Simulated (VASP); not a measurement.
# Ir (P6_3/mmc) in VASP: a series of runs, part 2 of 2

VASP 6.6.1. The steps go on from the part before.

### Step 10. Equation of state, PBEsol

Potentials or basis: VASP PAW PBE potentials, release 64 (Ir).

No new run: the results of the series are fitted here.

What came out:

| Property | Result |
| --- | --- |
| Equilibrium volume | 14.16 Å³/atom |
| Bulk modulus at fixed shape and positions | 385 GPa |
| Pressure derivative of the bulk modulus | 5.2 |

Energy against volume, from the lowest point:
```
volume (Å³/atom)  energy (meV/atom)
          13.749              13.86
          14.042               0.00
          14.335               1.43
          14.627              16.35
          14.920              43.13
          15.212              80.34
          15.505             126.69
```

Caveat: the cell was scaled at fixed shape and fractional positions, which overstates the stiffness of a crystal with free parameters, most of all of layers and chains; the PAW data sets were made with another functional, which shifts forces and pressure a little. The run has no spin-orbit coupling, so splittings on Ir are missing.

### Step 11. Single point, PBE

INCAR

```
SYSTEM = Ir
  PREC = Accurate
  ENCUT = 520
  EDIFF = 1E-7
  ISMEAR = -1
  SIGMA = 0.05
  LREAL = .FALSE.
  LASPH = .TRUE.
  NELM = 100
  ALGO = Normal
  ISIF = 2
  LWAVE = .FALSE.
  LCHARG = .FALSE.
  GGA = PE
  NBANDS = 16
```

KPOINTS

```
Automatic mesh
0
G
  11 11 6
  0 0 0
```

POSCAR

```
Ir
1.0
    2.7513778946      0.0000000000      0.0000000000
   -1.3756889473      2.3827631521      0.0000000000
    0.0000000000      0.0000000000      4.4622900000
Ir
2
Direct
    0.3333333333      0.6666666667      0.2500000000
    0.6666666667      0.3333333333      0.7500000000
```

Started as:

```bash
$ cat potpaw_PBE.64/Ir/POTCAR > POTCAR
$ mpirun -np 1 vasp_std > vasp.out
```

It took 19 s on 1 thread of Intel Xeon Platinum 8488C (Sapphire Rapids), shared host; peak memory 0.15 GiB.

The run converged. Its results:

| Property | Result |
| --- | --- |
| Free energy | -17.5361 eV |
| Pressure | -0.8 GPa |
| Band gap on the k mesh | none (metal or under the smearing width) |

Stress tensor (GPa, compression positive):
```
-0.71  0.00  0.00
 0.00 -0.71  0.00
 0.00  0.00 -1.07
```

Levels at points of the mesh, in eV from the Fermi level:
| k point | band 5 | band 6 | band 7 | band 8 | band 9 | band 10 | band 11 | band 12 | band 13 | band 14 |
| --- | --- | --- | --- | --- | --- | --- | --- | --- | --- | --- |
| (0.00, 0.00, 0.00) | -3.64 | -3.02 | -3.02 | -2.26 | -2.26 | -0.72 | 0.27 | 0.27 | 6.79 | 14.32 |
| (0.00, 0.00, 0.50) | -3.76 | -3.76 | -3.76 | -3.76 | -0.44 | -0.44 | -0.44 | -0.44 | 13.59 | 13.59 |

### Step 12. Single point, PBE (atoms moved at random, drawn with an rms of 0.05 Å)

INCAR

```
SYSTEM = Ir
PREC = Accurate ; ENCUT = 520
EDIFF = 1E-7 ; ISMEAR = -1
SIGMA = 0.05 ; LREAL = .FALSE.
LASPH = .TRUE. ; NELM = 80
ALGO = Normal ; ISIF = 2
LWAVE = .FALSE. ; LCHARG = .FALSE.
GGA = PE ; NBANDS = 16
```

KPOINTS

```
regular mesh
0
G
  11 11 6
  0 0 0
```

POSCAR

```
Ir
1.0
    2.7513778946      0.0000000000      0.0000000000
   -1.3756889473      2.3827631521      0.0000000000
    0.0000000000      0.0000000000      4.4622900000
Ir
2
Direct
    0.3444510000      0.6613210000      0.2571310000
    0.6490330000      0.3450400000      0.7464990000
```

Potentials or basis: VASP PAW PBE potentials, release 64 (Ir).

Started as:

```bash
$ cat potpaw_PBE.64/Ir/POTCAR > POTCAR
$ mpirun -np 1 vasp_std > vasp.out
```

Wall time 1.7 min (1 thread of Intel Xeon Platinum 8488C (Sapphire Rapids), shared host); peak memory 0.25 GiB.

It converged, with:

```yaml
Free_energy: -17.4941 eV
Pressure: 0.1 GPa
Largest_force: 0.790 eV/Å
Band_gap_on_the_k_mesh: none (metal or under the smearing width)
```

Forces in eV/Å, atoms in the order of the input:
```
Ir  -0.487  0.203 -0.588
Ir   0.487 -0.203  0.588
```

Stress tensor (GPa, compression positive):
```
 0.25 -0.80  1.16
-0.80 -0.52 -0.52
 1.16 -0.52  0.64
```

Levels at points of the mesh, in eV from the Fermi level:
| k point | band 7 | band 8 | band 9 | band 10 | band 11 | band 12 |
| --- | --- | --- | --- | --- | --- | --- |
| (0.00, 0.00, 0.00) | -2.91 | -2.52 | -1.91 | -0.72 | -0.09 | 0.59 |
| (0.00, 0.00, 0.50) | -3.71 | -3.67 | -0.71 | -0.45 | -0.41 | -0.27 |

Spin-orbit coupling is left out, which matters for the levels of Ir.

### Step 13. Equation of state, PBE, 13.75 Å³/atom (volume scaled by 0.94)

INCAR

```
  PREC = Accurate
  ENCUT = 520
  EDIFF = 1E-7
  ISMEAR = -1
  SIGMA = 0.05
  LREAL = F
  LASPH = T
  NELM = 100
  ALGO = Normal
  ISIF = 2
  LWAVE = F
  LCHARG = F
  GGA = PE
  NBANDS = 16
```

KPOINTS

```
regular mesh
0
Gamma
  11 11 6
```

POSCAR

```
Ir
1.0
    2.6952115654      0.0000000000      0.0000000000
   -1.3476057827      2.3341216842      0.0000000000
    0.0000000000      0.0000000000      4.3711972971
Ir
2
Direct
    0.3333333333      0.6666666667      0.2500000000
    0.6666666667      0.3333333333      0.7500000000
```

Started as:

```bash
$ cat potpaw_PBE.64/Ir/POTCAR > POTCAR
$ mpirun -np 1 vasp_std > vasp.out
```

Wall time 17 s (1 thread of Intel Xeon Platinum 8488C (Sapphire Rapids), shared host); peak memory 0.15 GiB.

It converged, with:

```yaml
Free_energy: -17.4170 eV
Pressure: 23.9 GPa
Band_gap_on_the_k_mesh: none (metal or under the smearing width)
```

### Step 14. Equation of state, PBE, 14.04 Å³/atom (volume scaled by 0.96)

INCAR

```
SYSTEM = Ir
  PREC = Accurate
  ENCUT = 520
  EDIFF = 1E-7
  ISMEAR = -1
  SIGMA = 0.05
  LREAL = .FALSE.
  LASPH = .TRUE.
  NELM = 80
  ALGO = Normal
  ISIF = 2
  LWAVE = .FALSE.
  LCHARG = .FALSE.
  GGA = PE
  NBANDS = 16
```

KPOINTS

```
Automatic mesh
0
G
  11 11 6
  0 0 0
```

POSCAR

```
Ir
1.0
    2.7141925539      0.0000000000      0.0000000000
   -1.3570962769      2.3505597024      0.0000000000
    0.0000000000      0.0000000000      4.4019813909
Ir
2
Direct
    0.3333333333      0.6666666667      0.2500000000
    0.6666666667      0.3333333333      0.7500000000
```

Started as:

```bash
$ cat potpaw_PBE.64/Ir/POTCAR > POTCAR
$ mpirun -np 1 vasp_std > vasp.out
```

It took 17 s on 1 thread of Intel Xeon Platinum 8488C (Sapphire Rapids), shared host; peak memory 0.15 GiB.

It converged, with:

- Free energy: -17.4874 eV
- Pressure: 14.6 GPa
- Band gap on the k mesh: none (metal or under the smearing width)

### Step 15. Equation of state, PBE, 14.33 Å³/atom (volume scaled by 0.98)

INCAR

```
ALGO = Normal
EDIFF = 1E-7
ENCUT = 520
GGA = PE
ISIF = 2
ISMEAR = -1
LASPH = True
LCHARG = False
LREAL = False
LWAVE = False
NBANDS = 16
NELM = 60
PREC = Accurate
SIGMA = 0.05
```

KPOINTS

```
k-points
0
Gamma
  11 11 6
```

POSCAR

```
Ir
1.0
    2.7329117147      0.0000000000      0.0000000000
   -1.3664558574      2.3667709712      0.0000000000
    0.0000000000      0.0000000000      4.4323408426
Ir
2
Direct
    0.3333333333      0.6666666667      0.2500000000
    0.6666666667      0.3333333333      0.7500000000
```

Potentials or basis: VASP PAW PBE potentials, release 64 (Ir).

Started as:

```bash
$ cat potpaw_PBE.64/Ir/POTCAR > POTCAR
$ mpirun -np 1 vasp_std > vasp.out
```

Wall time 19 s (1 thread of Intel Xeon Platinum 8488C (Sapphire Rapids), shared host); peak memory 0.15 GiB.

It converged, with:

* Free energy: -17.5259 eV
* Pressure: 6.4 GPa
* Band gap on the k mesh: none (metal or under the smearing width)

### Step 16. Equation of state, PBE, 14.92 Å³/atom (volume scaled by 1.02)

INCAR

```
SYSTEM = Ir
PREC = Accurate
ENCUT = 520
EDIFF = 1E-7
ISMEAR = -1
SIGMA = 0.05
LREAL = .False.
LASPH = .True.
NELM = 80
ALGO = Normal
ISIF = 2
LWAVE = .False.
LCHARG = .False.
GGA = PE
NBANDS = 16
```

KPOINTS

```
regular mesh
0
Gamma
  11 11 6
  0 0 0
```

POSCAR

```
Ir
1.0
    2.7695994713      0.0000000000      0.0000000000
   -1.3847997356      2.3985435004      0.0000000000
    0.0000000000      0.0000000000      4.4918424506
Ir
2
Direct
    0.3333333333      0.6666666667      0.2500000000
    0.6666666667      0.3333333333      0.7500000000
```

Started as:

```bash
$ cat potpaw_PBE.64/Ir/POTCAR > POTCAR
$ mpirun -np 1 vasp_std > vasp.out
```

It took 21 s on 1 thread of Intel Xeon Platinum 8488C (Sapphire Rapids), shared host; peak memory 0.16 GiB.

Results (log left out):

* Free energy: -17.5214 eV
* Pressure: -7.2 GPa
* Band gap on the k mesh: none (metal or under the smearing width)

### Step 17. Equation of state, PBE, 15.21 Å³/atom (volume scaled by 1.04)

INCAR

```
  PREC = Accurate
  ENCUT = 520
  EDIFF = 1E-7
  ISMEAR = -1
  SIGMA = 0.05
  LREAL = F
  LASPH = T
  NELM = 100
  ALGO = Normal
  ISIF = 2
  LWAVE = F
  LCHARG = F
  GGA = PE
  NBANDS = 16
```

KPOINTS

```
regular mesh
0
Gamma
  11 11 6
```

POSCAR

```
Ir
1.0
    2.7875843874      0.0000000000      0.0000000000
   -1.3937921937      2.4141188946      0.0000000000
    0.0000000000      0.0000000000      4.5210110761
Ir
2
Direct
    0.3333333333      0.6666666667      0.2500000000
    0.6666666667      0.3333333333      0.7500000000
```

Started as:

```bash
$ cat potpaw_PBE.64/Ir/POTCAR > POTCAR
$ mpirun -np 1 vasp_std > vasp.out
```

Wall time 20 s (1 thread of Intel Xeon Platinum 8488C (Sapphire Rapids), shared host); peak memory 0.16 GiB.

It converged, with:

```yaml
Free_energy: -17.4847 eV
Pressure: -12.9 GPa
Band_gap_on_the_k_mesh: none (metal or under the smearing width)
```

### Step 18. Equation of state, PBE, 15.50 Å³/atom (volume scaled by 1.06)

INCAR

```
PREC = Accurate
ENCUT = 520
EDIFF = 1E-7
ISMEAR = -1
SIGMA = 0.05
LREAL = F
LASPH = T
NELM = 80
ALGO = Normal
ISIF = 2
LWAVE = F
LCHARG = F
GGA = PE
NBANDS = 16
```

KPOINTS is that of step 17.

POSCAR

```
Ir
1.0
    2.8053401807      0.0000000000      0.0000000000
   -1.4026700903      2.4294958627      0.0000000000
    0.0000000000      0.0000000000      4.5498081014
Ir
2
Direct
    0.3333333333      0.6666666667      0.2500000000
    0.6666666667      0.3333333333      0.7500000000
```

Potentials or basis: VASP PAW PBE potentials, release 64 (Ir).

Started as:

```bash
$ cat potpaw_PBE.64/Ir/POTCAR > POTCAR
$ mpirun -np 1 vasp_std > vasp.out
```

Run time: 22 s. Hardware: 1 thread of Intel Xeon Platinum 8488C (Sapphire Rapids), shared host; peak memory 0.16 GiB.

It converged, with:

- Free energy: -17.4286 eV
- Pressure: -17.9 GPa
- Band gap on the k mesh: none (metal or under the smearing width)

### Step 19. Equation of state, PBE

Potentials or basis: VASP PAW PBE potentials, release 64 (Ir).

No new run: the results of the series are fitted here.

What came out:

| Quantity | Value |
| --- | --- |
| Equilibrium volume | 14.59 Å³/atom |
| Bulk modulus at fixed shape and positions | 345 GPa |
| Pressure derivative of the bulk modulus | 5.2 |

Energy against volume, from the lowest point:
| volume (Å³/atom) | energy (meV/atom) |
| --- | --- |
| 13.749 | 59.55 |
| 14.042 | 24.35 |
| 14.335 | 5.11 |
| 14.627 | 0.00 |
| 14.920 | 7.35 |
| 15.212 | 25.71 |
| 15.505 | 53.75 |

Caveat: the cell was scaled at fixed shape and fractional positions, which overstates the stiffness of a crystal with free parameters, most of all of layers and chains.

### Step 20. Summary

| task | level | cell | ladder | gap on the mesh (eV) | pressure (GPa) | V0 of scaled cells (Å³/atom) | B0 (GPa) | largest force (eV/Å) |
| --- | --- | --- | --- | --- | --- | --- | --- | --- |
| single point | PBEsol | as given | free | none | -11.6 | - | - | - |
| single point | PBEsol | atoms moved at random, drawn with an rms of 0.05 Å | free | none | -10.7 | - | - | 0.76 |
| equation of state | PBEsol | as given | free | - | - | 14.16 | 385 | - |
| single point | PBE | as given | - | none | -0.8 | - | - | - |
| single point | PBE | atoms moved at random, drawn with an rms of 0.05 Å | - | none | 0.1 | - | - | 0.79 |
| equation of state | PBE | as given | - | - | - | 14.59 | 345 | - |

Alike in all rows: potentials or basis VASP PAW PBE potentials, release 64 (Ir); no spin polarisation; k mesh 11 × 11 × 6; cutoff (eV) 520; smearing fermi-dirac 0.05 eV.

Caveats: the PAW data sets were made with another functional, which shifts forces and pressure a little (some runs); the cell was scaled at fixed shape and fractional positions, which overstates the stiffness of a crystal with free parameters, most of all of layers and chains (some runs).

Absolute energies hang on the potentials; compare differences alone.
